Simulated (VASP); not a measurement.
# Cr (P-1) in VASP: convergence with ENCUT

Aim: find how far ENCUT must go before the results for Cr settle, at r2SCAN. This setting moves, with any that are tied to it; all else stays.

Program: VASP 6.6.1. These are calculated values, not measurements. Logs are shortened: lines on timing, memory, paths and dates and some standing lists are left out, and cuts for length are marked.

## (1) The cell of the first run

The typed cell holds 1 atom: a = 2.611 Å, b = 2.538 Å, c = 2.582 Å, α = 108.74°, β = 109.38°, γ = 110.79°.

The cell isn't the ideal one: cell strained at random at fixed volume.

## (2) With ENCUT 200 eV

INCAR

```
PREC     = Accurate       # precision mode
ENCUT    = 200            # plane-wave cutoff, eV
EDIFF    = 1E-7           # SCF threshold, eV
ISMEAR   = 1              # smearing method
SIGMA    = 0.1            # smearing width, eV
LREAL    = False          # projectors in reciprocal space
LASPH    = True           # aspherical terms in the spheres
NELM     = 150            # most SCF steps
ALGO     = Normal         # electronic algorithm
ISIF     = 2              # what is computed and relaxed
LWAVE    = False          # write WAVECAR
LCHARG   = False          # write CHGCAR
ISPIN    = 2              # spin polarisation
MAGMOM   = 3              # initial moments
LORBIT   = 11             # projections on sites
LMAXMIX  = 4              # l up to which the mixer works
METAGGA  = R2SCAN         # meta-GGA
LMIXTAU  = True
```

KPOINTS

```
Automatic mesh
0
Gamma
  9 9 9
```

POSCAR

```
Cr
1.0
   -1.5147440000      1.5130930000      1.4935950000
    1.4722900000     -1.4926380000      1.4306860000
    1.5102230000      1.4881160000     -1.4731400000
Cr
1
Direct
    0.0021880000      0.0087280000      0.0053110000
```

Potentials or basis: VASP PAW PBE potentials, release 64 (Cr_pv).

Run with:

```sh
$ cat potpaw_PBE.64/Cr_pv/POTCAR > POTCAR
$ mpirun -np 1 vasp_std > vasp.out
```

OUTCAR:

```text
PREC = Accurate
   ENCUT = 200
   EDIFF = 1E-7
   ISMEAR = 1
   LREAL = False
   LASPH = True
   NELM = 150
   ISIF = 2
   ISPIN = 2
   LORBIT = 11
   METAGGA = R2SCAN

 Found    365 irreducible k-points:

 Following reciprocal coordinates:
            Coordinates               Weight
  0.000000  0.000000  0.000000      1.000000
  0.111111  0.000000 -0.000000      2.000000
  0.222222 -0.000000  0.000000      2.000000
  0.333333 -0.000000 -0.000000      2.000000
  0.444444 -0.000000  0.000000      2.000000
 -0.000000  0.111111  0.000000      2.000000
   k-points           NKPTS =    365   k-points in BZ     NKDIM =    365   number of bands    NBANDS=     12
   number of dos      NEDOS =    301   number of ions     NIONS =      1
   total plane-waves  NPLWV =   1728
   dimension x,y,z NGX =    12 NGY =   12 NGZ =   12
   dimension x,y,z NGXF=    24 NGYF=   24 NGZF=   24
   ions per type =               1
   NGX,Y,Z   is equivalent  to a cutoff of   7.64,  7.86,  7.73 a.u.
   NGXF,Y,Z  is equivalent  to a cutoff of  15.28, 15.72, 15.45 a.u.
 SYSTEM =  unknown system
   PREC   = accura    normal or accurate (medium, high low for compatibility)
   ISTART =      0    job   : 0-new  1-cont  2-samecut
   ICHARG =      2    charge: 1-file 2-atom 10-const
   ISPIN  =      2    spin polarized calculation?
   LNONCOLLINEAR =      F non collinear calculations
   LSORBIT =      F    spin-orbit coupling
   LASPH  =      T    aspherical Exc in radial PAW
   ENCUT  =  200.0 eV  14.70 Ry    3.83 a.u.   3.01  2.93  2.98*2*pi/ulx,y,z
   NELM   =    150;   NELMIN=  2; NELMDL= -5     # of ELM steps
   EDIFF  = 0.1E-06   stopping-criterion for ELM
   LREAL  =      F    real-space projection
   EDIFFG = 0.1E-05   stopping-criterion for IOM
   NSW    =      0    number of steps for IOM
   IBRION =     -1    ionic relax: 0-MD 1-quasi-New 2-CG
   NFREE  =      0    steps in history (QN), initial steepest desc. (CG)
   ISIF   =      2    stress and relaxation
   ISYM   =      2    0-nonsym 1-usesym 2-fastsym
   POTIM  = 0.5000    time-step for ionic-motion
   TEBEG  =    0.0;   TEEND  =   0.0 temperature during run
   PSTRESS=    0.0 pullay stress
   NELECT =      12.0000    total number of electrons
   NUPDOWN=      -1.0000    fix difference up-down
   EMIN   =  10.00;   EMAX   =-10.00  energy-range for DOS
   EFERMI =   0.00;   METHOD = LEGACY
   ISMEAR =     1;   SIGMA  =   0.10  broadening in eV -4-tet -1-fermi 0-gaus
   EFERMI_NEDOS =   21; number of points for ismear=-14 and -15
   IALGO  =     38    algorithm
   IMIX   =      4    mixing-type and parameters
     AMIX     =   0.40;   BMIX     =  1.00
     AMIX_MAG =   1.60;   BMIX_MAG =  1.00
  volume/ion in A,a.u.               =      13.08        88.30
  Fermi-wavevector in a.u.,A,eV,Ry     =   1.590559  3.005721 34.421080  2.529878
  Thomas-Fermi vector in A             =   2.689235
   LORBIT       =     11    0 simple, 1 ext, 2 COOP (PROOUT), +10 PAW based schemes
   METAGGA = R2SCAN    functional components
   LHFCALC =     F    Hartree Fock is set to
   AEXX    =    0.0000 exact exchange contribution
   IVDW    =     0    specifies the selected vdW correction
   LEPSILON=     F    determine dielectric tensor
   LRPA    =     F    only Hartree local field effects (RPA)
 spin polarized calculation
 Methfessel and Paxton  Order N= 1 SIGMA  =   0.10
  energy-cutoff  :      200.00
  volume of cell :       13.08
 maximum number of plane-waves:        91
   NGX =  7   NGY =  5   NGZ =  5

 number of electron      12.0000033 magnetization       0.0663093

 number of electron      12.0000034 magnetization      -0.0000073

 Free energy of the ion-electron system (eV)
  ---------------------------------------------------
  ext. energy  EPLUGINS =         0.00000000
  ---------------------------------------------------
  free energy    TOTEN  =       -13.44445138 eV

  energy without entropy =      -13.44468761  energy(sigma->0) =      -13.44453013

 E-fermi :   9.0633     XC(G=0): -14.0586

 val. band max:        9.0616257938   @ k =  -0.0000   0.4444   0.1111
 cond. band min:       9.0633657006   @ k =  -0.2222  -0.2222   0.1111
 fundamental gap:      0.0017399067
 Fermi energy:         9.0633402005

 spin component 1

 k-point     1 :       0.0000    0.0000    0.0000
  band No.  band energies     occupation
      1     -35.5920      1.00000
      2     -35.5283      1.00000
      3     -35.4844      1.00000
      4       1.4093      1.00000
      5       8.0066      1.00000
      6       8.2998      1.00000
      7       8.3598      1.00000
      8      10.0027     -0.00000
      9      10.1987     -0.00000
     10      13.2778      0.00000
     11      31.1410      0.00000
     12      31.2505      0.00000
[... 61 lines left out ...]
 k-point     6 :      -0.0000    0.1111    0.0000
  band No.  band energies     occupation
      1     -35.6614      1.00000
      2     -35.6123      1.00000
      3     -35.5069      1.00000
      4       1.9273      1.00000
      5       8.1296      1.00000
      6       8.2495      1.00000
      7       8.3360      1.00000
      8       9.9390     -0.00000
      9      10.0828     -0.00000
     10      13.2131      0.00000
     11      30.3890      0.00000
     12      30.9196      0.00000

 [... further k-points ...]

 spin component 2

 k-point     1 :       0.0000    0.0000    0.0000
  band No.  band energies     occupation
      1     -35.5920      1.00000
      2     -35.5283      1.00000
      3     -35.4844      1.00000
      4       1.4093      1.00000
      5       8.0067      1.00000
      6       8.2998      1.00000
      7       8.3598      1.00000
      8      10.0027     -0.00000
      9      10.1987     -0.00000
     10      13.2778      0.00000
     11      31.1410      0.00000
     12      31.2505      0.00000
[... 61 lines left out ...]
 k-point     6 :      -0.0000    0.1111    0.0000
  band No.  band energies     occupation
      1     -35.6614      1.00000
      2     -35.6123      1.00000
      3     -35.5069      1.00000
      4       1.9273      1.00000
      5       8.1297      1.00000
      6       8.2494      1.00000
      7       8.3360      1.00000
      8       9.9390     -0.00000
      9      10.0828     -0.00000
     10      13.2130      0.00000
     11      30.3890      0.00000
     12      30.9196      0.00000

 [... further k-points ...]

------------------------ aborting loop because EDIFF is reached ----------------------------------------

  FORCE on cell =-STRESS in cart. coord.  units (eV):
  Direction    XX          YY          ZZ          XY          YZ          ZX
  --------------------------------------------------------------------------------------
  -------------------------------------------------------------------------------------
  Total      -19.5827470    -19.5880302    -19.0674719      0.0556010     -0.0586030      0.1282518
  in kB    -2397.8821324  -2398.5290455  -2334.7873563      6.8082658     -7.1758652     15.7042735
  external PRESSURE =   -2377.0661781 kB  Pullay stress =       0.0000000 kB

 VOLUME and BASIS-vectors are now :
 -----------------------------------------------------------------------------
  energy-cutoff  :      200.00
  volume of cell :       13.08
      direct lattice vectors                 reciprocal lattice vectors
    -1.514744000  1.513093000  1.493595000     0.005337471  0.330891653  0.339727341
     1.472290000 -1.492638000  1.430686000     0.340223035 -0.001851931  0.346916630
     1.510223000  1.488116000 -1.473140000     0.335829828  0.333687625  0.002541390

 POSITION                                       TOTAL-FORCE (eV/Angst)
 -----------------------------------------------------------------------------------
      0.01756     -0.00181      0.00793        -0.000000      0.000000      0.000000
 -----------------------------------------------------------------------------------
    total drift:                               -0.001643      0.000145     -0.001346

  FREE ENERGIE OF THE ION-ELECTRON SYSTEM (eV)
  ---------------------------------------------------
  free  energy   TOTEN  =       -13.4444513828 eV

  energy  without entropy=      -13.4446876137  energy(sigma->0) =      -13.44453013

 total charge

# of ion       s       p       d       tot
------------------------------------------
    1        0.543   6.430   4.204  11.177

 magnetization (x)

# of ion       s       p       d       tot
------------------------------------------
    1        0.000   0.000  -0.000  -0.000
```

OSZICAR:

```text
N       E                     dE             d eps       ncg     rms          rms(c)
DAV:   1     0.266487361308E+02    0.26649E+02   -0.43994E+03 18660   0.559E+02
DAV:   2    -0.167334875526E+02   -0.43382E+02   -0.41904E+02 18564   0.182E+02
DAV:   3    -0.170772280168E+02   -0.34374E+00   -0.34169E+00 19520   0.179E+01
DAV:   4    -0.170779521366E+02   -0.72412E-03   -0.72411E-03 18432   0.794E-01
[... 10 lines left out ...]
DAV:  15    -0.134444506694E+02   -0.11990E-05   -0.21350E-06 18156   0.151E-02    0.281E-03
DAV:  16    -0.134444511058E+02   -0.43636E-06   -0.11713E-06 17872   0.687E-03    0.150E-03
DAV:  17    -0.134444512705E+02   -0.16472E-06   -0.75855E-08  9972   0.203E-03    0.623E-04
DAV:  18    -0.134444513720E+02   -0.10150E-06   -0.48211E-08  8812   0.134E-03    0.323E-04
DAV:  19    -0.134444513828E+02   -0.10818E-07   -0.27516E-09  8784   0.507E-04
   1 F= -.13444451E+02 E0= -.13444530E+02  d E =0.236231E-03  mag=    -0.0000
```

Run time: 52 s. Hardware: 1 thread of Intel Xeon Platinum 8375C at 2.90GHz (Ice Lake), shared host; peak memory 0.13 GiB.

Results:

| Property | Result |
| --- | --- |
| Free energy | -13.4445 eV |
| Band gap on the k mesh | none (metal or under the smearing width) |
| Net moment | 0.00 μB per cell |
| Valence electrons inside the program's atomic spheres | Cr 11.18 |

## (3) With ENCUT 250 eV

INCAR, as its differences from that of step 2:

```diff
@@ -1,3 +1,3 @@
 PREC     = Accurate       # precision mode
-ENCUT    = 200            # plane-wave cutoff, eV
+ENCUT    = 250            # plane-wave cutoff, eV
 EDIFF    = 1E-7           # SCF threshold, eV
```

KPOINTS is that of step 2.

POSCAR is that of step 2.

Potentials or basis: VASP PAW PBE potentials, release 64 (Cr_pv).

Run with:

```sh
$ cat potpaw_PBE.64/Cr_pv/POTCAR > POTCAR
$ mpirun -np 1 vasp_std > vasp.out
```

Run time: 83 s. Hardware: 1 thread of Intel Xeon Platinum 8375C at 2.90GHz (Ice Lake), shared host; peak memory 0.14 GiB.

What came out:

```yaml
Free_energy: -14.5539 eV
Band_gap_on_the_k_mesh: none (metal or under the smearing width)
Net_moment: 0.00 μB per cell
Valence_electrons_inside_the_program's_atomic_spheres: Cr 11.07
```

## (4) With ENCUT 300 eV

INCAR, as its differences from that of step 3:

```diff
@@ -1,3 +1,3 @@
 PREC     = Accurate       # precision mode
-ENCUT    = 250            # plane-wave cutoff, eV
+ENCUT    = 300            # plane-wave cutoff, eV
 EDIFF    = 1E-7           # SCF threshold, eV
```

KPOINTS is that of step 3.

POSCAR is that of step 3.

Run with:

```sh
$ cat potpaw_PBE.64/Cr_pv/POTCAR > POTCAR
$ mpirun -np 1 vasp_std > vasp.out
```

Wall time 2.8 min (1 thread of Intel Xeon Platinum 8375C at 2.90GHz (Ice Lake), shared host); peak memory 0.15 GiB.

What came out:

```yaml
Free_energy: -14.6405 eV
Band_gap_on_the_k_mesh: none (metal or under the smearing width)
Net_moment: 0.00 μB per cell
Valence_electrons_inside_the_program's_atomic_spheres: Cr 11.05
```

## (5) With ENCUT 350 eV

INCAR, as its differences from that of step 4:

```diff
@@ -1,3 +1,3 @@
 PREC     = Accurate       # precision mode
-ENCUT    = 300            # plane-wave cutoff, eV
+ENCUT    = 350            # plane-wave cutoff, eV
 EDIFF    = 1E-7           # SCF threshold, eV
```

KPOINTS is that of step 4.

POSCAR is that of step 4.

Run with:

```sh
$ cat potpaw_PBE.64/Cr_pv/POTCAR > POTCAR
$ mpirun -np 1 vasp_std > vasp.out
```

Wall time 1.9 min (1 thread of Intel Xeon Platinum 8375C at 2.90GHz (Ice Lake), shared host); peak memory 0.16 GiB.

What came out:

```yaml
Free_energy: -14.6393 eV
Pressure: -29.9 GPa
Band_gap_on_the_k_mesh: none (metal or under the smearing width)
Net_moment: 0.00 μB per cell
Valence_electrons_inside_the_program's_atomic_spheres: Cr 11.05
```

## (6) With ENCUT 400 eV

INCAR, as its differences from that of step 5:

```diff
@@ -1,3 +1,3 @@
 PREC     = Accurate       # precision mode
-ENCUT    = 350            # plane-wave cutoff, eV
+ENCUT    = 400            # plane-wave cutoff, eV
 EDIFF    = 1E-7           # SCF threshold, eV
```

KPOINTS is that of step 5.

POSCAR is that of step 5.

Potentials or basis: VASP PAW PBE potentials, release 64 (Cr_pv).

Run with:

```sh
$ cat potpaw_PBE.64/Cr_pv/POTCAR > POTCAR
$ mpirun -np 1 vasp_std > vasp.out
```

Wall time 5.2 min (1 thread of Intel Xeon Platinum 8375C at 2.90GHz (Ice Lake), shared host); peak memory 0.18 GiB.

What came out:

| Quantity | Value |
| --- | --- |
| Free energy | -14.6323 eV |
| Pressure | -30.4 GPa |
| Band gap on the k mesh | none (metal or under the smearing width) |
| Net moment | 0.00 μB per cell |
| Valence electrons inside the program's atomic spheres | Cr 11.05 |

## (7) With ENCUT 450 eV

INCAR, as its differences from that of step 6:

```diff
@@ -1,3 +1,3 @@
 PREC     = Accurate       # precision mode
-ENCUT    = 400            # plane-wave cutoff, eV
+ENCUT    = 450            # plane-wave cutoff, eV
 EDIFF    = 1E-7           # SCF threshold, eV
```

KPOINTS is that of step 6.

POSCAR is that of step 6.

Run with:

```sh
$ cat potpaw_PBE.64/Cr_pv/POTCAR > POTCAR
$ mpirun -np 1 vasp_std > vasp.out
```

It took 5.1 min on 1 thread of Intel Xeon Platinum 8375C at 2.90GHz (Ice Lake), shared host; peak memory 0.19 GiB.

Results:

| Item | Value |
| --- | --- |
| Free energy | -14.6290 eV |
| Pressure | -29.9 GPa |
| Band gap on the k mesh | none (metal or under the smearing width) |
| Net moment | 0.00 μB per cell |
| Valence electrons inside the program's atomic spheres | Cr 11.06 |

## (8) With ENCUT 500 eV

INCAR, as its differences from that of step 7:

```diff
@@ -1,3 +1,3 @@
 PREC     = Accurate       # precision mode
-ENCUT    = 450            # plane-wave cutoff, eV
+ENCUT    = 500            # plane-wave cutoff, eV
 EDIFF    = 1E-7           # SCF threshold, eV
```

KPOINTS is that of step 7.

POSCAR is that of step 7.

Run with:

```sh
$ cat potpaw_PBE.64/Cr_pv/POTCAR > POTCAR
$ mpirun -np 1 vasp_std > vasp.out
```

Run time: 6.1 min. Hardware: 1 thread of Intel Xeon Platinum 8375C at 2.90GHz (Ice Lake), shared host; peak memory 0.2 GiB.

Results:

- Free energy: -14.6278 eV
- Pressure: -29.4 GPa
- Band gap on the k mesh: none (metal or under the smearing width)
- Net moment: 0.00 μB per cell
- Valence electrons inside the program's atomic spheres: Cr 11.06

## (9) With ENCUT 600 eV

INCAR, as its differences from that of step 8:

```diff
@@ -1,3 +1,3 @@
 PREC     = Accurate       # precision mode
-ENCUT    = 500            # plane-wave cutoff, eV
+ENCUT    = 600            # plane-wave cutoff, eV
 EDIFF    = 1E-7           # SCF threshold, eV
```

KPOINTS is that of step 8.

POSCAR is that of step 8.

Potentials or basis: VASP PAW PBE potentials, release 64 (Cr_pv).

Run with:

```sh
$ cat potpaw_PBE.64/Cr_pv/POTCAR > POTCAR
$ mpirun -np 1 vasp_std > vasp.out
```

It took 5.3 min on 1 thread of Intel Xeon Platinum 8375C at 2.90GHz (Ice Lake), shared host; peak memory 0.23 GiB.

What came out:

| Item | Value |
| --- | --- |
| Free energy | -14.6280 eV |
| Pressure | -29.4 GPa |
| Band gap on the k mesh | none (metal or under the smearing width) |
| Net moment | 0.00 μB per cell |
| Valence electrons inside the program's atomic spheres | Cr 11.06 |

## (10) With ENCUT 800 eV

INCAR, as its differences from that of step 9:

```diff
@@ -1,3 +1,3 @@
 PREC     = Accurate       # precision mode
-ENCUT    = 600            # plane-wave cutoff, eV
+ENCUT    = 800            # plane-wave cutoff, eV
 EDIFF    = 1E-7           # SCF threshold, eV
```

KPOINTS is that of step 9.

POSCAR is that of step 9.

Run with:

```sh
$ cat potpaw_PBE.64/Cr_pv/POTCAR > POTCAR
$ mpirun -np 1 vasp_std > vasp.out
```

Wall time 7 min (1 thread of Intel Xeon Platinum 8375C at 2.90GHz (Ice Lake), shared host); peak memory 0.29 GiB.

Results (log left out):

| Quantity | Value |
| --- | --- |
| Free energy | -14.6285 eV |
| Pressure | -29.4 GPa |
| Band gap on the k mesh | none (metal or under the smearing width) |
| Net moment | 0.00 μB per cell |
| Valence electrons inside the program's atomic spheres | Cr 11.06 |

## (11) Result

| ENCUT | energy less the tightest run, at zero smearing (meV/atom) | SCF cycles | CPU time (s) | peak memory (GiB) |
| --- | --- | --- | --- | --- |
| 200 eV | 1184.10 | 19 | 51 | 0.13 |
| 250 eV | 74.61 | 19 | 82 | 0.14 |
| 300 eV | -12.03 | 19 | 170 | 0.15 |
| 350 eV | -10.75 | 19 | 110 | 0.16 |
| 400 eV | -3.75 | 19 | 310 | 0.18 |
| 450 eV | -0.54 | 19 | 300 | 0.19 |
| 500 eV | 0.73 | 19 | 360 | 0.2 |
| 600 eV | 0.50 | 19 | 320 | 0.23 |
| 800 eV | 0.00 | 19 | 420 | 0.29 |

Against the tightest run, the energy stays within 1 meV/atom from 450 eV on. The tightest run that finished is the yardstick and may itself not be fully converged.

Caveats: the starting moments collapsed, and a magnetic state may lie lower; the PAW data sets were made with another functional, which shifts forces and pressure a little.
